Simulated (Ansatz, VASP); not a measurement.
# Mg13B23C24 (Mg_B): VASP beside Ansatz

Aim: how closely do two programs agree when they are given the same cell, functional and k mesh? The structure shown is the end of the VASP relaxation below.

Calculated with Ansatz 0.2.0; plane waves, with VASP 6.6.1 beside it; single point at PBEsol.

**1. Set-up**

The cell holds 60 atoms: 13 Mg, 23 B and 24 C. Cell: a = 8.535 Å, b = 8.535 Å, c = 8.300 Å, α = 90.0°, β = 90.0°, γ = 65.5°. It derives from MgB2C2 (MgB2C2 (Pnnm)). Nearest the centre at fractional (0.307, 0.423, 0.500): Mg9 at 1.00 Å, C57 at 1.75 Å, C49 at 1.75 Å, C47 at 1.91 Å, Mg13 at 2.23 Å, Mg8 at 2.23 Å, Mg5 at 2.57 Å, B35 at 2.71 Å. The cell carries charge −1.

**2. VASP: relaxation, PBEsol**

This run makes the geometry at which the two programs are then compared.

Lines of VASP's logs that name or quote its potential files are left out, and so is its time.

Input file INCAR:

```
SYSTEM = Mg13B23C24
PREC = Normal
ENCUT = 400
EDIFF = 1E-05
NELM = 120
ISMEAR = 0
SIGMA = 0.05
LREAL = Auto
ALGO = Fast
GGA = PS
NELECT = 192
LORBIT = 11
LWAVE = True
LCHARG = .FALSE.
KPAR = 4
IBRION = 2
NSW = 50
ISIF = 2
EDIFFG = -0.03
POTIM = 0.4
MAXMIX = 40
ISYM = 0
```

Input file POSCAR:

```
Mg13B23C24
1.0
    4.6186696204      7.1768882530      0.0000000000
   -4.6186696204      7.1768882530      0.0000000000
    0.0000000000      0.0000000000      8.3003684028
Mg B C
13 23 24
Direct
    0.0000000000      0.5000000000      0.1666666700
    0.5000000000      0.0000000000      0.1666666700
    0.0000000000      0.0000000000      0.0000000000
    0.5000000000      0.5000000000      0.0000000000
    0.0007458500      0.5003944400      0.4964500800
    0.4968207400      0.0040135400      0.4983130300
    0.0000000000      0.0000000000      0.3333333300
    0.5033857400      0.5017333900      0.3322579800
    0.3052944600      0.4274329900      0.5009160300
    0.0000000000      0.5000000000      0.8333333300
    0.5000000000      0.0000000000      0.8333333300
    0.0000000000      0.0000000000      0.6666666700
    0.4976290100      0.5009158300      0.6685894800
    0.3036232500      0.4252787800      0.1649241400
    0.8063555100      0.9232274900      0.1666666700
    0.1936444900      0.0767725100      0.1666666700
    0.6936444900      0.5767725100      0.1666666700
    0.4232274900      0.8063555100      0.0000000000
    0.9232274900      0.3063555100      0.0000000000
    0.0767725100      0.6936444900      0.0000000000
    0.5767725100      0.1936444900      0.0000000000
    0.8063555100      0.9232274900      0.5000000000
    0.1936444900      0.0767725100      0.5000000000
    0.6936444900      0.5767725100      0.5000000000
    0.4232274900      0.8063555100      0.3333333300
    0.9232274900      0.3063555100      0.3333333300
    0.0801543400      0.6913347900      0.3329906000
    0.5781384000      0.1966916900      0.3251980800
    0.3056200000      0.4251245700      0.8326952900
    0.8063555100      0.9232274900      0.8333333300
    0.1936444900      0.0767725100      0.8333333300
    0.6936444900      0.5767725100      0.8333333300
    0.4232274900      0.8063555100      0.6666666700
    0.9232274900      0.3063555100      0.6666666700
    0.0782449100      0.6897040200      0.6628496800
    0.5730317900      0.1957527000      0.6725482100
    0.0027484800      0.2176288900      0.1666666700
    0.5027484800      0.7176288900      0.1666666700
    0.4950429700      0.2806305100      0.1663114900
    0.9972515200      0.7823711100      0.1666666700
    0.2176288900      0.5027484800      0.0000000000
    0.7176288900      0.0027484800      0.0000000000
    0.2823711100      0.9972515200      0.0000000000
    0.7823711100      0.4972515200      0.0000000000
    0.0027484800      0.2176288900      0.5000000000
    0.5027484800      0.7176288900      0.5000000000
    0.4982421900      0.2841775500      0.5044052600
    0.9966648600      0.7792971800      0.4945268000
    0.2230907300      0.4968214300      0.3308446500
    0.7176288900      0.0027484800      0.3333333300
    0.2823711100      0.9972515200      0.3333333300
    0.7823711100      0.4972515200      0.3333333300
    0.0027484800      0.2176288900      0.8333333300
    0.5027484800      0.7176288900      0.8333333300
    0.4956914400      0.2848989300      0.8358638900
    0.9972515200      0.7823711100      0.8333333300
    0.2154416200      0.5044091400      0.6664046400
    0.7176288900      0.0027484800      0.6666666700
    0.2823711100      0.9972515200      0.6666666700
    0.7823711100      0.4972515200      0.6666666700
```

Input file KPOINTS:

```
Automatic mesh
0
Gamma
2 2 2
0 0 0
```

Potentials, in the order of the species: Mg, B and C (PBE family, release 64).

The run is started by

```bash
> mpirun -np 4 vasp_std
```

Numbers of over 12 decimals in the logs are rounded to 6 here.

Output:

```text
[banner, memory and clock lines left out]
running    4 mpi-ranks, on    1 nodes
[...]
|                                                                             |
|               ----> ADVICE to this user running VASP <----                  |
|                                                                             |
|     You enforced a specific xc type in the INCAR file but a different       |
|     [... a line on the potential file left out ...]
|     I HOPE YOU KNOW WHAT YOU ARE DOING!                                     |
|                                                                             |

 LDA part: xc-table for (Slater+PW92), standard interpolation
 POSCAR, INCAR and KPOINTS ok, starting setup
[...]
entering main loop
       N       E                     dE             d eps       ncg     rms          rms(c)
DAV:   1     0.548580875789E+03    0.54858E+03   -0.75490E+04  2096   0.110E+03
DAV:   2    -0.391007795242E+03   -0.93959E+03   -0.87755E+03  2564   0.233E+02
[...]
RMM:  15    -0.406024691111E+03   -0.36143E-05   -0.16144E-04  2081   0.278E-02    0.808E-03
RMM:  16    -0.406024691236E+03   -0.12535E-06   -0.27993E-05  1429   0.131E-02
   1 F= -.40602469E+03 E0= -.40602469E+03  d E =-.406025E+03
[... from here on, the cycles between the ionic steps are left out ...]
   2 F= -.40655676E+03 E0= -.40655041E+03  d E =-.532072E+00
  30 F= -.41526399E+03 E0= -.41526397E+03  d E =-.666909E-02
  31 F= -.41526409E+03 E0= -.41526407E+03  d E =-.677706E-02
  32 F= -.41527065E+03 E0= -.41527061E+03  d E =-.655534E-02
  33 F= -.41527135E+03 E0= -.41527129E+03  d E =-.725157E-02
  34 F= -.41527466E+03 E0= -.41527460E+03  d E =-.331813E-02
  35 F= -.41527466E+03 E0= -.41527460E+03  d E =-.331850E-02
  36 F= -.41527715E+03 E0= -.41527710E+03  d E =-.248848E-02
  37 F= -.41527722E+03 E0= -.41527716E+03  d E =-.255726E-02
  38 F= -.41527831E+03 E0= -.41527825E+03  d E =-.108967E-02
  39 F= -.41527833E+03 E0= -.41527827E+03  d E =-.110750E-02
  40 F= -.41527906E+03 E0= -.41527899E+03  d E =-.733581E-03
  41 F= -.41527906E+03 E0= -.41527899E+03  d E =-.734027E-03
  42 F= -.41527932E+03 E0= -.41527927E+03  d E =-.261086E-03
  43 F= -.41527934E+03 E0= -.41527928E+03  d E =-.273480E-03
[...]
reached required accuracy - stopping structural energy minimisation
 writing wavefunctions
```

OUTCAR, selected parts (step 2):

```text
  Total       15.5004006      3.0020219     16.7517881     -1.5713434     -0.0001437     -0.0009022
  in kB       45.1308029      8.7406552     48.7743294     -4.5751069     -0.0004184     -0.0026269
  external PRESSURE =      34.2152625 kB  Pullay stress =       0.0000000 kB

 POSITION                                       TOTAL-FORCE (eV/Angst)
 -----------------------------------------------------------------------------------
      2.19267     10.78050      1.36635        -0.007568     -0.000529     -0.005301
      2.32607      3.63031      1.39086        -0.007974     -0.002648     -0.001166
     -0.02783      0.06392      8.29857         0.002258     -0.007679      0.000085
     -0.01589      7.12965      8.29873        -0.007866     -0.002683     -0.001773
      2.03061     10.86164      4.14844         0.001838      0.012400     -0.002046
     -1.96513     10.73023      4.14845         0.003217     -0.004835     -0.001070
     -0.00310      0.04986      2.75883        -0.002057     -0.002473     -0.002921
     -0.17020      6.98408      2.81953         0.002030      0.002895      0.000064
     -0.10569      4.33215      4.14857        -0.000662     -0.001291      0.000428
      2.19248     10.78047      6.92974        -0.005191      0.001391      0.007163
      2.32614      3.62992      6.90567        -0.008278     -0.001124      0.000309
     -0.00304      0.04984      5.53788        -0.002940     -0.001950      0.002067
     -0.17045      6.98493      5.47718         0.004577     -0.004418      0.000813
     -0.56613      5.17138      1.35163         0.000330     -0.003431      0.009955
[...]
-----------------------------------------------------------------------------------
    total drift:                                0.008071     -0.010023      0.005026

  FREE ENERGIE OF THE ION-ELECTRON SYSTEM (eV)
  ---------------------------------------------------
  free  energy   TOTEN  =      -415.2793364974 eV

  energy  without entropy=     -415.2792153063  energy(sigma->0) =     -415.27927590

 reached required accuracy - stopping structural energy minimisation

[... 1 further part left out ...]
```

(Continued in part 2 of 2.)

[Lines on the potential files, build, host, timing and source positions are cut from VASP's logs without a mark.]

[Logs are printed without paths, hosts, clocks, repeated set-up lines and the standing remarks that a program may print on its own settings, such as how far it seeks lower states.]

[Hosts, paths, dates, database ids (printed as entryN), source tags and the programs' standing remarks are cut or masked in the printed files.]
